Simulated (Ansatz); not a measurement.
CH4N2O (`NC(N)=O`) at its PBE0-D4/def2-TZVP geometry, where that method's forces vanish. The species carries charge 0 and has multiplicity 1.

```tsv
atom	x (Å)	y (Å)	z (Å)
N1	-0.1066	-0.0109	1.1758
C2	0.4986	0.0456	-0.0592
N3	-0.3769	-0.0334	-1.1184
O4	1.6965	0.1553	-0.2014
H5	0.5050	0.2443	1.9326
H6	-1.0528	0.3206	1.2598
H7	0.0778	-0.1909	-2.0018
H8	-1.2416	-0.5307	-0.9874
```

(1) For each bond, give half the difference of the two atoms' forces along it (eV/Å; positive pushes the atoms apart) under PBE-D4, r2SCAN-D4, B3LYP-D4, ωB97M-V in def2-TZVPP. (Estimate.)

## Answers

(1) Ansatz gave: 
```tsv
bond	length (Å)	PBE-D4	r2SCAN-D4	B3LYP-D4	ωB97M-V
N1–C2	1.376	0.01	0.07	0.11	0.13
N1–H5	1.006	0.16	-0.03	-0.06	-0.07
N1–H6	1.006	0.14	-0.03	-0.04	-0.07
C2–N3	1.376	0.01	0.07	0.11	0.13
C2–O4	1.211	0.86	0.28	0.19	0.02
N3–H7	1.006	0.16	-0.03	-0.06	-0.07
N3–H8	1.006	0.14	-0.03	-0.04	-0.07
```

B3LYP here is the variant with VWN-RPA as its local correlation; programs differ in this.
